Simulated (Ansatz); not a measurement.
Crystal: Pb.

```xyz
1
Lattice="0.0000 2.4750 2.4750 2.4750 0.0000 2.4750 2.4750 2.4750 0.0000" Properties=species:S:1:pos:R:3 pbc="T T T"
Pb    0.0000    0.0000    0.0000
```

| Item | Value |
| --- | --- |
| Program | Ansatz 0.2.0 |
| Task | relaxation of cell and atoms |
| Functional | PBEsol |
| Dispersion | D3(BJ) |
| Potentials or basis | Ansatz PAW |
| Cutoff | 420 eV (not typed: the program's choice for these potentials) |
| k mesh | 9 × 9 × 9 |
| Occupations | fermi-dirac, width 0.05 eV |
| Spin | no spin polarisation |

At the start: volume 30.32 Å³/atom.

How do energy, volume and symmetry change on relaxing?

It ends after 5 steps and the volume is 28.50 Å³/atom (-6.0 %); space group Fm-3m (No. 225, to 0.05 Å).

Step by step:
```
step  energy change (eV)  largest force (eV/Å)  volume (Å³)
   1              0.0000                0.0000        30.32
   2             -0.0183                0.0000        28.27
   3             -0.0186                0.0000        28.53
   4             -0.0187                0.0000        28.50
   5             -0.0184                0.0000        28.50
```

Final structure:
```xyz
1
Lattice="0.0000 2.4244 2.4244 2.4244 0.0000 2.4244 2.4244 2.4244 0.0000" Properties=species:S:1:pos:R:3 pbc="T T T"
Pb    0.0000    0.0000    0.0000
```

The cell as given is a measured one (30.32 Å³/atom); PBEsol+D3(BJ) puts the equilibrium volume -6.0 % from it, thermal expansion not counted.

Caveat: the plane-wave basis is chosen anew once the cell has moved, so the energies of steps on either side of that aren't comparable; pairwise dispersion overbinds metals, which lowers pressure and volume; the PAW data sets come from PBE, with cores solved anew for the run's functional, which leaves a small shift of forces and pressure.
